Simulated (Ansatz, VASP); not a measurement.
**One calculation of Ti, two programs**

```
Ti
1.0
     4.60000    0.00000    0.00000
    -2.30000    3.98372    0.00000
     0.00000    0.00000    2.82000
Ti
3
Direct
  0.00000 0.00000 0.00000
  0.33333 0.66667 0.50000
  0.66667 0.33333 0.50000
```

This isn't the form of Ti at room conditions, which is hcp.

Alike in both runs: task single point; functional LDA; k mesh 7 × 7 × 10; occupations fermi-dirac, width 0.05 eV; no spin polarisation.

|  | VASP | Ansatz |
| --- | --- | --- |
| version | VASP 6.6.1 | Ansatz 0.2.0 |
| potentials or method | VASP PAW LDA potentials, release 64 (Ti_sv) | plane waves, PAW |
| plane-wave cutoff (eV) | 520 | 625 |
| valence electrons in the cell | 36 | 36 |

|  | VASP | Ansatz | Ansatz less VASP |
| --- | --- | --- | --- |
| pressure (GPa) | -9.2 | -9.2 | +0.04 |
| largest component of the traceless stress (GPa) | 1.40 | 1.40 | +0.002 |

Ansatz warned: «force_scf_threshold_loose».
